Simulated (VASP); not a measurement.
Write the native input for VASP 6.6.1 that does the following.

* Task: single point
* Functional: PBE
* Potentials or basis: VASP PAW PBE potentials, release 64 (Sb_d_GW)
* Cutoff: 450 eV
* k mesh: 5 × 5 × 5
* Occupations: gaussian, width 0.02 eV
* Spin: no spin polarisation
* Further INCAR settings: ALGO = Normal; EDIFF = 1e-07

The structure of Sb lies in POSCAR:

```
Sb
1.0
   -1.8713408863      1.8713408863      1.8713408863
    1.8713408863     -1.8713408863      1.8713408863
    1.8713408863      1.8713408863     -1.8713408863
Sb
1
Direct
    0.0000000000      0.0000000000      0.0000000000
```

This isn't the form of Sb at room conditions, which is rhombohedral.

One way to write it, as run:

INCAR

```
SYSTEM = Sb
ALGO = Normal ; EDIFF = 1E-7
ENCUT = 450 ; GGA = PE
ISIF = 2 ; ISMEAR = 0
LASPH = .TRUE. ; LCHARG = .FALSE.
LREAL = .FALSE. ; LWAVE = .FALSE.
NELM = 60 ; PREC = Accurate
SIGMA = 0.02
```

KPOINTS

```
k-points
0
G
  5 5 5
  0 0 0
```

Potentials or basis: VASP PAW PBE potentials, release 64 (Sb_d_GW).

Run with:

```sh
$ cat potpaw_PBE.64/Sb_d_GW/POTCAR > POTCAR
$ mpirun -np 1 vasp_std > vasp.out
```

It gave:

The pressure is 0.8 GPa and the band gap on the k mesh is none (metal or under the smearing width).

Caveat: the k mesh is coarse (spacing up to 0.47 Å⁻¹), so the values aren't converged.

Run time: 8.4 s on 1 thread of AMD EPYC 7571, on a shared host, peak memory 0.1 GiB.
